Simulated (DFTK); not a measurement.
# TaN in DFTK: convergence with cutoff

The system is TaN.

```
CELL_PARAMETERS angstrom
0.00000 2.21132 2.21132
2.21132 0.00000 2.21132
2.21132 2.21132 0.00000
ATOMIC_POSITIONS crystal
Ta 0.52215 0.50522 0.49217
N 0.02375 0.98180 0.99776
```

The cell comes from a database or a generator and needn't be the stable form of this composition.

The cell isn't the ideal one: atoms moved at random.

| Property | Result |
| --- | --- |
| Program | DFTK 0.8.2 |
| Task | convergence study |
| Functional | PBEsol |
| Potentials or basis | cp2k.nc.sr.pbe.v0_1.largecore.gth (PBE, GTH, large core) |
| Cutoff | 571 eV |
| k mesh | 4 × 4 × 4 |
| Occupations | fermi-dirac, width 0.02 eV |
| Spin | no spin polarisation |

These are the settings of the first run; the series varies cutoff, with any setting tied to it.

Hardware: 1 thread of Intel(R) Xeon(R) 6975P-C (Granite Rapids), on a shared host.

The values tried are 571.439 eV, 734.707 eV, 897.976 eV, 1142.88 eV, 1387.78 eV, 1632.68 eV, 1959.22 eV, 2367.39 eV, loosest first. From which on does the largest force stay within 0.005 eV/Å of the tightest run that finished?

From 1387.78 eV on.

| cutoff | energy less the tightest run, at zero smearing (meV/atom) | pressure (GPa) | largest force (eV/Å) | SCF cycles |
| --- | --- | --- | --- | --- |
| 571.439 eV | 3008.13 | -26.76 | 0.739 | 11 |
| 734.707 eV | 1704.73 | -10.80 | 0.864 | 11 |
| 897.976 eV | 988.55 | 0.25 | 0.812 | 11 |
| 1142.88 eV | 444.56 | 11.52 | 0.813 | 11 |
| 1387.78 eV | 201.11 | 18.19 | 0.810 | 11 |
| 1632.68 eV | 87.55 | 22.09 | 0.809 | 11 |
| 1959.22 eV | 25.66 | 24.70 | 0.807 | 11 |
| 2367.39 eV | 0.00 | 26.02 | 0.807 | 11 |

Not settled before the last step: the energy (to 1 meV/atom), the pressure (to 0.1 GPa). The tightest run that finished is the yardstick and may itself not be fully converged.

Caveat, for the tightest run too: the k mesh is coarse (spacing up to 0.62 Å⁻¹), so the values aren't converged; the potentials were made for another functional, which shifts forces and pressure; this set keeps more shells in the core, which shifts pressures and gaps. The run has no spin-orbit coupling, so splittings on Ta are missing.
